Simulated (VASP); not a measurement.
Au:

```xyz
1
Lattice="-1.6573 1.6573 1.6573 1.6573 -1.6573 1.6573 1.6573 1.6573 -1.6573" Properties=species:S:1:pos:R:3 pbc="T T T"
Au    0.0000    0.0000    0.0000
```

This isn't the form of Au at room conditions, which is fcc.

- Program: VASP 6.6.1
- Task: relaxation of cell and atoms
- Functional: LDA
- Potentials or basis: VASP PAW LDA potentials, release 64 (Au)
- Cutoff: 600 eV
- k mesh: 10 × 10 × 10
- Occupations: fermi-dirac, width 0.05 eV
- Spin: no spin polarisation

At the start: pressure -13.3 GPa; volume 18.21 Å³/atom.

Question: How do energy, volume and symmetry change on relaxing?

Answer: Over 7 steps the energy falls by 72.7 meV/atom and the volume is 16.63 Å³/atom (-8.7 %); space group Im-3m (No. 229, to 0.05 Å).

Step by step:
| step | energy change (eV) | largest force (eV/Å) | pressure (GPa) | volume (Å³) |
| --- | --- | --- | --- | --- |
| 1 | 0.0000 | 0.0000 | -13.29 | 18.21 |
| 2 | 0.1482 | 0.0000 | 38.76 | 14.51 |
| 3 | -0.0726 | 0.0000 | -0.66 | 16.69 |
| 4 | -0.0727 | 0.0000 | -0.20 | 16.65 |
| 5 | -0.0727 | 0.0000 | 0.17 | 16.62 |
| 6 | -0.0727 | 0.0000 | -0.21 | 16.65 |
| 7 | -0.0727 | 0.0000 | -0.02 | 16.63 |

Final structure:
```yaml
crystal:
  lattice:
    - [-1.60803, 1.60803, 1.60803]
    - [1.60803, -1.60803, 1.60803]
    - [1.60803, 1.60803, -1.60803]
  atoms:
    - { symbol: Au, position: [0.00000, 0.00000, 0.00000] }
```
